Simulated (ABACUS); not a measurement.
**GaP under changes of volume**

One of the cells (20.240 Å³/atom); the others are scaled copies at fixed shape and fractional positions:

```
Ga P
1.0
     0.00000    2.72525    2.72525
     2.72525    0.00000    2.72525
     2.72525    2.72525    0.00000
Ga P
1 1
Direct
  0.00000 0.00000 0.00000
  0.75000 0.75000 0.75000
```

```yaml
Program: ABACUS 3.10.1
Functional: revPBE
Potentials_or_basis: PseudoDojo NC SR 0.5 PBE standard
Cutoff: 1102 eV
Density_cutoff: 4408 eV
Basis: plane waves
k_mesh: 6 × 6 × 6
Occupations: fermi-dirac, width 0.05 eV
Spin: no spin polarisation
```

```tsv
volume (Å³/atom)	energy over the lowest point (meV/atom)	pressure (GPa)	gap on the mesh (eV)
19.026	?	?	?
19.431	44.31	8.2	1.64
19.836	26.15	6.1	1.69
20.240	13.13	4.2	1.73
20.645	4.73	2.4	1.70
21.050	0.49	0.9	1.60
21.455	0.00	-0.5	1.45
```

Task: What does the run at 19.026 Å³/atom give?

Result: Energy over the lowest point 68.16 meV/atom; pressure 10.6 GPa; gap on the mesh 1.59 eV.

Worked out: A Birch-Murnaghan fit of order 3 (a polynomial in V^(-2/3)) to the other rows has its minimum at 21.31 Å³/atom with B0 = V·E''(V) = 73 GPa and B' = 4.5. It gives 68.20 meV/atom at 19.026 Å³/atom, against the run's 68.16, and -dE/dV = 10.7 GPa, against 10.6. A parabola through the other rows of the gap, of slope 8.34 eV per unit of ln V there, extrapolates to 1.49 eV, against the run's 1.59.

Energies are extrapolated to zero smearing.

Caveats: the potentials were made for another functional, which shifts forces and pressure.

A mesh can miss the band edges. Spin-orbit coupling on Ga is left out.
